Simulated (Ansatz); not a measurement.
Crystal: CsSnBr3.

```xyz
5
Lattice="5.8390 0.0000 0.0000 0.0000 5.8390 0.0000 0.0000 0.0000 5.8390" Properties=species:S:1:pos:R:3 pbc="T T T"
Cs    0.0000    0.0000    0.0000
Sn    2.9195    2.9195    2.9195
Br    0.0000    2.9195    2.9195
Br    2.9195    2.9195    0.0000
Br    2.9195    0.0000    2.9195
```

The cell is a database's computed one.

```yaml
Program: Ansatz 0.2.0
Task: relaxation of cell and atoms
Functional: LDA
Potentials_or_basis: Ansatz PAW
Cutoff: "420 eV (not typed: the program's choice for these potentials)"
k_mesh: 5 × 5 × 5
Occupations: fermi-dirac, width 0.05 eV
Spin: no spin polarisation
```

At the start: volume 39.81 Å³/atom.

Task: How do energy, volume and symmetry change on relaxing?

Result: It ends after 5 steps and the volume is 36.18 Å³/atom (-9.1 %); space group Pm-3m (No. 221, to 0.05 Å).

The path:
| step | energy change (eV) | largest force (eV/Å) | volume (Å³) |
| --- | --- | --- | --- |
| 1 | 0.0000 | 0.0000 | 199.08 |
| 2 | -0.1018 | 0.0000 | 188.60 |
| 3 | -0.1275 | 0.0000 | 179.21 |
| 4 | -0.1284 | 0.0000 | 180.88 |
| 5 | -0.1262 | 0.0000 | 180.88 |

Final structure:
```
Cs Sn Br
1.0
     5.65537    0.00000    0.00000
     0.00000    5.65537    0.00000
     0.00000    0.00000    5.65537
Cs Sn Br
1 1 3
Direct
  0.00000 0.00000 0.00000
  0.50000 0.50000 0.50000
  0.00000 0.50000 0.50000
  0.50000 0.50000 0.00000
  0.50000 0.00000 0.50000
```

Caveat: the plane-wave basis is chosen anew once the cell has moved, so the energies of steps on either side of that aren't comparable; the PAW data sets come from PBE, with cores solved anew for the run's functional, which leaves a small shift of forces and pressure.
